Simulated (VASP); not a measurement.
Write the native input for VASP 6.6.1 that does the following.

- Task: single point
- Functional: r2SCAN
- Dispersion: D3(BJ)
- Potentials or basis: VASP PAW PBE potentials, release 64 (Ba_sv)
- Cutoff: 520 eV
- k mesh: 9 × 9 × 9
- Occupations: fermi-dirac, width 0.1 eV
- Spin: no spin polarisation
- Dipole correction: no
- Further INCAR settings: ALGO = Normal; EDIFF = 1e-06; NBANDS = 11

Ba:

```
Ba
1.0
    -0.08082    3.23266    3.23266
     3.23266   -0.08082    3.23266
     3.15185    3.15185    0.00000
Ba
1
Direct
  0.00000 0.00000 0.00000
```

This isn't the form of Ba at room conditions, which is bcc.

These files were run (other wordings do the same):

POSCAR

```
Ba
1.0
   -0.0808166250      3.2326650000      3.2326650000
    3.2326650000     -0.0808166250      3.2326650000
    3.1518483750      3.1518483750      0.0000000000
Ba
1
Direct
    0.0000000000      0.0000000000      0.0000000000
```

INCAR.step1

```
PREC     = Accurate       # precision mode
ENCUT    = 520            # plane-wave cutoff, eV
ISMEAR   = -1             # smearing method
SIGMA    = 0.1            # smearing width, eV
LREAL    = F              # projectors in reciprocal space
LASPH    = T              # aspherical terms in the spheres
NELM     = 100            # most SCF steps
NBANDS   = 11             # bands
GGA      = PE             # functional
ALGO     = Normal         # electronic algorithm
EDIFF    = 1E-4           # SCF threshold, eV
LWAVE    = T              # write WAVECAR
LCHARG   = F              # write CHGCAR
```

INCAR.step2

```
PREC     = Accurate       # precision mode
ENCUT    = 520            # plane-wave cutoff, eV
EDIFF    = 1E-6           # SCF threshold, eV
ISMEAR   = -1             # smearing method
SIGMA    = 0.1            # smearing width, eV
LREAL    = F              # projectors in reciprocal space
LASPH    = T              # aspherical terms in the spheres
NELM     = 100            # most SCF steps
ALGO     = Normal         # electronic algorithm
ISIF     = 2              # what is computed and relaxed
LWAVE    = F              # write WAVECAR
LCHARG   = F              # write CHGCAR
METAGGA  = R2SCAN         # meta-GGA
LMIXTAU  = T            
IVDW     = 12             # dispersion correction
VDW_S6   = 1.0          
VDW_S8   = 0.78981345   
VDW_A1   = 0.49484001   
VDW_A2   = 5.73083694   
NBANDS   = 11             # bands
ISTART   = 1
```

KPOINTS

```
Automatic mesh
0
Gamma
  9 9 9
```

Potentials or basis: VASP PAW PBE potentials, release 64 (Ba_sv).

Launch:

```bash
$ cat potpaw_PBE.64/Ba_sv/POTCAR > POTCAR
$ cp INCAR.step1 INCAR
$ mpirun -np 1 vasp_std > vasp.out
$ cp INCAR.step2 INCAR
$ mpirun -np 1 vasp_std > vasp.out
```

It gave:

```
Pressure                   : -0.2 GPa
Band gap on the k mesh     : none (metal or under the smearing width)
Dispersion energy per atom : -0.088 eV
```

Caveat: the PAW data sets were made with another functional, which shifts forces and pressure a little; pairwise dispersion overbinds metals, which lowers pressure and volume.

It took 4.4 min on 1 thread of AMD EPYC 9R45 (Zen 5), on a shared host, peak memory 0.25 GiB.
